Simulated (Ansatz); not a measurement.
**TaN: work and stress of cleavage**

All numbers below come from DFT PBEsol, scalar-relativistic, plane waves, PAW in Ansatz 0.2.0. Settings: plane waves to 420 eV, k-mesh 23×23×7 (Γ-centred), Gaussian smearing 0.15 eV. Spin–orbit coupling is left out, which can shift energies with elements as heavy as these. No spin polarisation. Energies are free energies at this smearing, counted from the undisturbed cell; pressure is positive in compression.

Reference structure (relaxed at this level; this form isn't the usual structure):

```yaml
crystal:
  lattice:
    - [-2.92399, 0.00000, 0.00000]
    - [-1.46199, -2.53225, 0.00000]
    - [0.00000, 0.00000, 8.61218]
  atoms:
    - { symbol: Ta, position: [0.33333, 0.33333, 0.08332] }
    - { symbol: Ta, position: [0.33333, 0.33333, 0.41665] }
    - { symbol: Ta, position: [0.33333, 0.33333, 0.74998] }
    - { symbol: N, position: [0.00000, 0.00000, 0.91665] }
    - { symbol: N, position: [0.00000, 0.00000, 0.24998] }
    - { symbol: N, position: [0.00000, 0.00000, 0.58332] }
```

The cut lies on the cell's a–b face, a (0 0 1) plane (indices in the standard cell, whose axes needn't be the Cartesian ones shown) of area 7.40 Å², between layers 1.44 Å apart. Vector c is lengthened by d along the normal with the atoms' Cartesian places fixed: one unrelaxed cut a cell. The traction is positive where the two halves pull on each other.

```
d (Å) energy (J/m²) traction (GPa)
-0.30           2.37          -179.0
 0.00           0.00             0.0
 0.25           0.98            68.7
 0.50           3.04            90.4
 1.00           7.13            64.8
 1.50           9.49            32.2
 2.00          10.59            14.0
 3.00          11.23             2.2
 4.50          11.36             0.3
 6.00          11.39             0.1
```

Task: What are the work of separation and the cleavage stress, and do they fit the universal binding curve?

Result: The energy levels off near W ≈ 11.39 J/m² (the traction is down to 0.1 GPa), the energy of the two unrelaxed faces, 5.70 J/m² each on average. The largest sampled traction is 90.4 GPa at d = 0.50 Å, and a parabola through it and its two neighbours peaks at σ_max ≈ 92.6 GPa, d ≈ 0.61 Å. The curve E = W[1 − (1 + d/ℓ)exp(−d/ℓ)] peaks in traction at d = ℓ with σ_max = W/(eℓ); with 1 J/m² per Å = 10 GPa this W and σ_max give ℓ = 0.45 Å. A parabola through that curve at the same three d peaks at 0.54 Å, against 0.61 Å here, a fair fit. Real crystals break at far lower stress, because cracks concentrate it, and on the plane of lowest W, which needn't be this one.

The cut is rigid; relaxing the faces lowers these energies and usually the stresses.

In a metal these slopes depend on the k mesh and the smearing.

Cost: 10 runs of about 17 core-minutes in all, on Arm Neoverse V2 (shared hosts).